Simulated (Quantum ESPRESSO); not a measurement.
## FeO (Wuestite) in Quantum ESPRESSO: convergence with k mesh

Input of the first run (k mesh 2 × 2 × 2); the others differ in this setting and in those tied to it:

Contents of pw.in:

```
&CONTROL
  calculation = 'scf'
  prefix = 'pwscf'
  outdir = './tmp'
  pseudo_dir = './pseudo'
  tprnfor = .true.
  tstress = .true.
  disk_io = 'nowf'
/
&SYSTEM
  ibrav = 0
  nat = 2
  ntyp = 2
  ecutwfc = 90
  nbnd = 21
  occupations = 'smearing'
  smearing = 'mv'
  degauss = 0.00734986
  nspin = 2
  starting_magnetization(1) = 0.1875
  starting_magnetization(2) = 0
/
&ELECTRONS
  conv_thr = 4d-10
  electron_maxstep = 120
  mixing_beta = 0.3
/
ATOMIC_SPECIES
Fe    55.8450 Fe.upf
O     15.9990 O.upf
CELL_PARAMETERS angstrom
   0.0000000000    2.1554000000    2.1554000000
   2.1554000000    0.0000000000    2.1554000000
   2.1554000000    2.1554000000    0.0000000000
ATOMIC_POSITIONS crystal
Fe     0.0000000000    0.0000000000    0.0000000000
O      0.5000000000    0.5000000000    0.5000000000
K_POINTS automatic
2 2 2 0 0 0
```

Potentials or basis: PseudoDojo 0.4.1 SR PBEsol standard.

The run is started by

```bash
$ OMP_NUM_THREADS=1 pw.x -in pw.in > pw.out
```

Hardware: 1 thread of Arm Neoverse V2, with other jobs on the host.

Q: The values tried are 2 × 2 × 2, 3 × 3 × 3, 5 × 5 × 5, 7 × 7 × 7, 8 × 8 × 8, 10 × 10 × 10, 11 × 11 × 11, 13 × 13 × 13, 15 × 15 × 15, loosest first. From which on does the absolute moment stay within 0.02 μB of the tightest run that finished?

A: From 5 × 5 × 5 on.

| k mesh | energy less the tightest run, at zero smearing (meV/atom) | pressure (GPa) | absolute moment (μB) | SCF cycles | CPU time (s) | peak memory (GiB) |
| --- | --- | --- | --- | --- | --- | --- |
| 2 × 2 × 2 | 280.52 | -5.85 | 4.14 | 16 | 5.4 | 0.05 |
| 3 × 3 × 3 | 63.19 | -6.43 | 4.08 | 14 | 6.4 | 0.05 |
| 5 × 5 × 5 | -2.40 | -8.94 | 4.03 | 12 | 13 | 0.06 |
| 7 × 7 × 7 | -1.49 | -9.19 | 4.02 | 12 | 24 | 0.07 |
| 8 × 8 × 8 | 1.64 | -9.12 | 4.02 | 11 | 32 | 0.08 |
| 10 × 10 × 10 | -0.55 | -9.23 | 4.02 | 12 | 56 | 0.11 |
| 11 × 11 × 11 | 0.71 | -9.22 | 4.02 | 11 | 61 | 0.12 |
| 13 × 13 × 13 | -0.12 | -9.27 | 4.01 | 12 | 98 | 0.15 |
| 15 × 15 × 15 | 0.00 | -9.27 | 4.01 | 12 | 140 | 0.2 |

Against the tightest run, the energy stays within 1 meV/atom from 10 × 10 × 10 on; the pressure stays within 0.1 GPa from 10 × 10 × 10 on. Meshes of other sizes hit other points, so gaps and Fermi surfaces needn't settle smoothly. The tightest run that finished is the yardstick and may itself not be fully converged.

Caveat, for the tightest run too: a cell with one magnetic atom can't hold antiferromagnetic order, which such compounds often take; semilocal functionals often make such compounds metallic where correlation or magnetic order opens a gap, which also shifts bond lengths.
